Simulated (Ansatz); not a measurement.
# Na16S7Cl: the cost of one run

Computed with Ansatz 0.2.0 (DFT, PBE, plane-wave PAW, default files, scalar-relativistic, unless a step's input says otherwise).

## 1. The starting structure

It takes space group Fm-3m (No. 225, cubic). The conventional cell has a = 12.997 Å, b = 12.997 Å, c = 12.997 Å, α = 90.00°, β = 90.00°, γ = 90.00°. Around Na (site symmetry 3m) lie 1 Cl at 2.81 Å and 3 S at 2.81 Å. Na (site symmetry 3m) is surrounded by 4 S at 2.81 Å. Around Cl (site symmetry m-3m) lie 8 Na at 2.81 Å. S (site symmetry mmm) has 8 Na at 2.81 Å as nearest neighbours. Around S (site symmetry m-3m) lie 8 Na at 2.81 Å.

Coordinates:

```xyz
24
Lattice="0.0000 6.4983 6.4983 6.4983 0.0000 6.4983 6.4983 6.4983 0.0000" Properties=species:S:1:pos:R:3 pbc="T T T"
Na    1.6246    1.6246    1.6246
Na    4.8737    4.8737    1.6246
Na    4.8737    1.6246    4.8737
Na    8.1229    4.8737    4.8737
Na    1.6246    4.8737    4.8737
Na    4.8737    8.1229    4.8737
Na    4.8737    4.8737    8.1229
Na    8.1229    8.1229    8.1229
Na    4.8737    4.8737    4.8737
Na    8.1229    8.1229    4.8737
Na    8.1229    4.8737    8.1229
Na   11.3720    8.1229    8.1229
Na    4.8737    8.1229    8.1229
Na    8.1229   11.3720    8.1229
Na    8.1229    8.1229   11.3720
Na   11.3720   11.3720   11.3720
Cl    0.0000    0.0000    0.0000
S     3.2492    3.2492    0.0000
S     3.2492    0.0000    3.2492
S     6.4983    3.2492    3.2492
S     0.0000    3.2492    3.2492
S     3.2492    6.4983    3.2492
S     3.2492    3.2492    6.4983
S     6.4983    6.4983    6.4983
```

Atom 17 of the input is the impurity.

## 2. Single point at the given positions

input.yaml

```yaml
crystal:
  lattice:
    - [0.0, 6.4983089786, 6.4983089786]
    - [6.4983089786, 0.0, 6.4983089786]
    - [6.4983089786, 6.4983089786, 0.0]
  atoms:
    - { symbol: Na, position: [0.125, 0.125, 0.125] }
    - { symbol: Na, position: [0.125, 0.125, 0.625] }
    - { symbol: Na, position: [0.125, 0.625, 0.125] }
    - { symbol: Na, position: [0.125, 0.625, 0.625] }
    - { symbol: Na, position: [0.625, 0.125, 0.125] }
    - { symbol: Na, position: [0.625, 0.125, 0.625] }
    - { symbol: Na, position: [0.625, 0.625, 0.125] }
    - { symbol: Na, position: [0.625, 0.625, 0.625] }
    - { symbol: Na, position: [0.375, 0.375, 0.375] }
    - { symbol: Na, position: [0.375, 0.375, 0.875] }
    - { symbol: Na, position: [0.375, 0.875, 0.375] }
    - { symbol: Na, position: [0.375, 0.875, 0.875] }
    - { symbol: Na, position: [0.875, 0.375, 0.375] }
    - { symbol: Na, position: [0.875, 0.375, 0.875] }
    - { symbol: Na, position: [0.875, 0.875, 0.375] }
    - { symbol: Na, position: [0.875, 0.875, 0.875] }
    - { symbol: Cl, position: [0.0, 0.0, 0.0] }
    - { symbol: S, position: [0.0, 0.0, 0.5] }
    - { symbol: S, position: [0.0, 0.5, 0.0] }
    - { symbol: S, position: [0.0, 0.5, 0.5] }
    - { symbol: S, position: [0.5, 0.0, 0.0] }
    - { symbol: S, position: [0.5, 0.0, 0.5] }
    - { symbol: S, position: [0.5, 0.5, 0.0] }
    - { symbol: S, position: [0.5, 0.5, 0.5] }
total_charge: 1
kpoints:
  mp_grid: { grid: [3, 3, 3] }
scf:
  occupations: { method: fermi_dirac, width: 0.01 }
hamiltonian:
  xc: pbe
  pseudopotentials: { kind: paw }
output:
  forces: true
  stress: true
  populations: true
  efg:
    quadrupole_moments_barn: { Na: 0.104, Cl: -0.08112, S: -0.0694 }
    contact_densities: true
  write_density: true
  write_potential: true
  elf: true
  volumetric_format: npy
```

Launch:

```bash
ansatz run input.yaml --threads 1 --pin off --max-ram 3072MiB --backend cpu --events-out ev --progress --plain --runs-dir out
```

What time and memory should one allow on 1 thread of Intel Xeon Platinum 8259CL at 2.50GHz (Skylake/Cascade Lake), shared host?

About 28 s, with a peak of 1 GiB.
